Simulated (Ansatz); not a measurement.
**How many bands does the GW gap of BP (honeycomb monolayer) need?**

How do accuracy and time trade against each other in G0W0 on BP (honeycomb monolayer)?

Method: G0W0 on PBE, plane waves, PAW; PAW set soft_1, in Ansatz 0.2.0.

Report form: the programs' logs are mostly left out.

## (1) Starting point

The cell holds 2 atoms: 1 B and 1 P. Cell: a = 3.213 Å, b = 3.213 Å, c = 23.200 Å, α = 90.0°, β = 90.0°, γ = 120.0°. Vacuum lies along c.

The structure was relaxed with PBE. The runs that relaxed it are not among those shown. The Coulomb interaction is cut off across the vacuum.

## (2) 66 empty bands, screening to 27 eV

G0W0 replaces the xc potential by the self-energy, built once from these orbitals. Only a window of levels is corrected, while the sums run over the empty bands that the input names. This step takes PAW set soft_1 files.

The input, input.yaml:

```yaml
crystal:
  lattice:
    - [3.2134492997, 0.0, 0.0]
    - [-1.6067246498, 2.7829287273, 0.0]
    - [0.0, 0.0, 23.2]
  atoms:
    - { symbol: B, position: [0.3333333333, 0.6666666667, 0.4999992744] }
    - { symbol: P, position: [0.6666666667, 0.3333333333, 0.5000007256] }
  periodic: [true, true, false]
kpoints:
  mp_grid: { grid: [6, 6, 1] }
hamiltonian:
  xc: pbe
  pseudopotentials: { kind: paw, azcp: { folder: soft_1 } }
scf:
  occupations: { method: fixed }
gw:
  n_empty_bands: 66
  ecut_chi: 27.0
  qp_bands: [v2, c2]
  qp_kpoints: band_edges
  screening: { model: contour_deformation }
```

On the command line:

```bash
$ ansatz run input.yaml --threads 4 --pin off --max-ram 17510MiB --backend cpu --events-out ev --progress --plain --runs-dir out
```

Elapsed: 5.5 s, on 4 threads of Arm Neoverse V1, shared host; peak memory 0.51 GiB.

This step gave:

```
bands summed                                 : 70
plane waves in the screening matrix          : 85
q-points in the mesh                         : 36
G0W0 gap on the mesh                         : 1.355 eV
k of the valence top                         : 0.3333, 0.3333, 0
k of the conduction bottom                   : 0.3333, 0.3333, 0
starting gap on the mesh                     : 0.8803 eV
Z at the valence top                         : 0.6275
Z at the conduction bottom                   : 0.6279
least direct G0W0 gap on the computed points : 1.355 eV
```

The gap on the mesh goes from 0.88 eV to 1.35 eV, a correction of +0.47 eV. Between the two edge states, bare exchange in place of the xc potential would open the gap by 4.51 eV, and correlation takes back 4.03 eV.

## (3) 186 empty bands, screening to 54 eV

Bands and screening cutoff are moved together, since each hides the error of the other.

Edit input.yaml of step 2 so:

```diff
@@ -17,4 +17,4 @@
 gw:
-  n_empty_bands: 66
-  ecut_chi: 27.0
+  n_empty_bands: 186
+  ecut_chi: 54.0
   qp_bands: [v2, c2]
```

Wall time 20 s (4 threads); peak memory 1.1 GiB; 73 s of CPU time.

Numbers from this step:

| Property | Result |
| --- | --- |
| bands summed | 190 |
| plane waves in the screening matrix | 165 |
| q-points in the mesh | 36 |
| G0W0 gap on the mesh | 1.370 eV |
| k of the valence top | 0.3333, 0.3333, 0 |
| k of the conduction bottom | 0.3333, 0.3333, 0 |
| starting gap on the mesh | 0.8803 eV |
| Z at the valence top | 0.6186 |
| Z at the conduction bottom | 0.6205 |
| least direct G0W0 gap on the computed points | 1.370 eV |

Against the run with 6×6×1 mesh, 66 empty bands, screening to 27 eV, PAW set soft_1 files, the gap moves by +0.015 eV.

## (4) 402 empty bands, screening to 90 eV

Edit input.yaml of step 3 so:

```diff
@@ -16,5 +16,6 @@
   occupations: { method: fixed }
+  convergence: { dr2_threshold: 1.0e-10 }
 gw:
-  n_empty_bands: 186
-  ecut_chi: 54.0
+  n_empty_bands: 402
+  ecut_chi: 90.0
   qp_bands: [v2, c2]
```

Wall time 91 s (4 threads); peak memory 2.7 GiB; 5.8 min of CPU time.

This step gave:

```yaml
bands_summed: 406
plane_waves_in_the_screening_matrix: 425
g0w0_gap_on_the_mesh: 1.384 eV
k_of_the_valence_top: 0.3333, 0.3333, 0
k_of_the_conduction_bottom: 0.3333, 0.3333, 0
starting_gap_on_the_mesh: 0.8803 eV
least_direct_g0w0_gap_on_the_computed_points: 1.384 eV
```

Against the run with 6×6×1 mesh, 186 empty bands, screening to 54 eV, PAW set soft_1 files, the gap moves by +0.014 eV.

## (5) 738 empty bands, screening to 135 eV

Edit input.yaml of step 4 so:

```diff
@@ -16,6 +16,5 @@
   occupations: { method: fixed }
-  convergence: { dr2_threshold: 1.0e-10 }
 gw:
-  n_empty_bands: 402
-  ecut_chi: 90.0
+  n_empty_bands: 738
+  ecut_chi: 135.0
   qp_bands: [v2, c2]
```

The job ended after 5.4 min (4 threads; peak memory 6.3 GiB).

This step gave:

| Property | Result |
| --- | --- |
| bands summed | 742 |
| plane waves in the screening matrix | 661 |
| G0W0 gap on the mesh | 1.394 eV |
| k of the valence top | 0.3333, 0.3333, 0 |
| k of the conduction bottom | 0.3333, 0.3333, 0 |
| starting gap on the mesh | 0.8803 eV |
| least direct G0W0 gap on the computed points | 1.394 eV |

Against the run with 6×6×1 mesh, 402 empty bands, screening to 90 eV, PAW set soft_1 files, the gap moves by +0.009 eV.

## (6) Changing the k mesh: 3×3×1 mesh, 186 empty bands, screening to 54 eV, PAW set soft_1 files

Only the mesh changes. It samples the long-range screening, which converges on its own terms. Bands and cutoff differ from the step before, so it is read against an earlier run that matches them.

Edit input.yaml of step 5 so:

```diff
@@ -10,3 +10,3 @@
 kpoints:
-  mp_grid: { grid: [6, 6, 1] }
+  mp_grid: { grid: [3, 3, 1] }
 hamiltonian:
@@ -17,4 +17,4 @@
 gw:
-  n_empty_bands: 738
-  ecut_chi: 135.0
+  n_empty_bands: 186
+  ecut_chi: 54.0
   qp_bands: [v2, c2]
```

Run time: 6.9 s. Hardware: 4 threads; peak memory 0.87 GiB.

Numbers from this step:

| Property | Result |
| --- | --- |
| bands summed | 190 |
| plane waves in the screening matrix | 165 |
| G0W0 gap on the mesh | 0.8984 eV |
| k of the valence top | 0.3333, 0.3333, 0 |
| k of the conduction bottom | 0.3333, 0.3333, 0 |
| starting gap on the mesh | 0.7756 eV |
| least direct G0W0 gap on the computed points | 0.8984 eV |

Against the run with 6×6×1 mesh, 186 empty bands, screening to 54 eV, PAW set soft_1 files, the gap moves by −0.47 eV, while the start moved by −0.10 eV.

## (7) Changing the k mesh: 9×9×1 mesh, 186 empty bands, screening to 54 eV, PAW set soft_1 files

Edit input.yaml of step 6 so:

```diff
@@ -10,3 +10,3 @@
 kpoints:
-  mp_grid: { grid: [3, 3, 1] }
+  mp_grid: { grid: [9, 9, 1] }
 hamiltonian:
```

Run time: 53 s. Hardware: 4 threads; peak memory 1.1 GiB.

Numbers from this step:

* bands summed: 190
* plane waves in the screening matrix: 165
* G0W0 gap on the mesh: 1.535 eV
* k of the valence top: 0.3333, 0.3333, 0
* k of the conduction bottom: 0.3333, 0.3333, 0
* starting gap on the mesh: 0.8926 eV
* least direct G0W0 gap on the computed points: 1.535 eV

Against the run with 3×3×1 mesh, 186 empty bands, screening to 54 eV, PAW set soft_1 files, the gap moves by +0.64 eV, while the start moved by +0.12 eV.

## (8) The runs together

Times are wall times on 4 threads of Arm Neoverse V1, shared host, good to a factor of about two.

| mesh | files | frequency | bands summed | cutoff (eV) | start (eV) | G0W0 (eV) | time | host memory (GiB) |
| --- | --- | --- | --- | --- | --- | --- | --- | --- |
| 6×6×1 | PAW set soft_1 | contour deformation | 70 | 27 | 0.880 | 1.355 | 5.5 s | 0.51 |
| 6×6×1 | PAW set soft_1 | contour deformation | 190 | 54 | 0.880 | 1.370 | 20 s | 1.1 |
| 6×6×1 | PAW set soft_1 | contour deformation | 406 | 90 | 0.880 | 1.384 | 91 s | 2.7 |
| 6×6×1 | PAW set soft_1 | contour deformation | 742 | 135 | 0.880 | 1.394 | 5.4 min | 6.3 |
| 3×3×1 | PAW set soft_1 | contour deformation | 190 | 54 | 0.776 | 0.898 | 6.9 s | 0.87 |
| 9×9×1 | PAW set soft_1 | contour deformation | 190 | 54 | 0.893 | 1.535 | 53 s | 1.1 |

How the two edges are built up, in eV (the quasiparticle level is the starting level plus Σx plus Σc less Vxc):

| run | edge | start | Σx | Σc | Vxc | Z | QP |
| --- | --- | --- | --- | --- | --- | --- | --- |
| 70 bands | valence top | -5.11 | -13.70 | 1.13 | -12.73 | 0.63 | -4.96 |
| 70 bands | conduction bottom | -4.23 | -7.47 | -2.91 | -11.01 | 0.63 | -3.60 |
| 190 bands | valence top | -5.11 | -13.70 | 0.84 | -12.73 | 0.62 | -5.24 |
| 190 bands | conduction bottom | -4.23 | -7.47 | -3.17 | -11.01 | 0.62 | -3.87 |
| 406 bands | valence top | -5.11 | -13.70 | 0.68 | -12.73 | 0.61 | -5.41 |
| 406 bands | conduction bottom | -4.23 | -7.47 | -3.32 | -11.01 | 0.62 | -4.02 |
| 742 bands | valence top | -5.11 | -13.70 | 0.59 | -12.73 | 0.61 | -5.49 |
| 742 bands | conduction bottom | -4.23 | -7.47 | -3.40 | -11.01 | 0.62 | -4.10 |

## (9) What came out

| Quantity | Value |
| --- | --- |
| 70 bands, 27 eV | 1.355 eV |
| 190 bands, 54 eV | 1.370 eV |
| 406 bands, 90 eV | 1.384 eV |
| 742 bands, 135 eV | 1.394 eV |
| estimated limit in bands and cutoff | 1.40 eV |
| mesh and start | 6×6×1, PBE |

What this shows: A line in one over the bands through the two highest rungs gives 1.40 eV, +0.01 eV from the top rung; the pair below gives 1.40 eV, in fair agreement. The rungs stand 0.05 eV (70 bands), 0.03 eV (190 bands), 0.02 eV (406 bands) and 0.01 eV (742 bands) from it. From 70 to 742 bands the gap moves by +0.04 eV while the time grows 59-fold. Σc changes by −0.53 eV at the valence top and −0.50 eV at the conduction bottom, so the levels themselves move more than the gap between them. On the 3×3×1 mesh in place of 6×6×1 the gap differs by −0.47 eV, of which −0.10 eV is already in the start. On the 9×9×1 mesh in place of 6×6×1 the gap differs by +0.16 eV, of which +0.01 eV is already in the start. The cheapest rung within 0.1 eV of this estimate is that with 70 bands (5.5 s). The mesh in the plane is coarse for a sheet; gap and any exciton binding can still move on denser ones.

[Paths, hosts, dates, memory and timing lines, banners, echoed tables and standing remarks are left out of the program output.]

[Logs are printed without paths, hosts, clocks, repeated set-up lines and the standing remarks that a program may print on its own settings, such as how far it seeks lower states.]

[Runs of the session that timed out or met a known fault of the program may be left out.]

[Cells called generated may have been cut or substituted from an entry of the Crystallography Open Database or the Materials Project.]

[Hosts, paths, dates, database ids (printed as entryN), source tags and the programs' standing remarks are cut or masked in the printed files.]
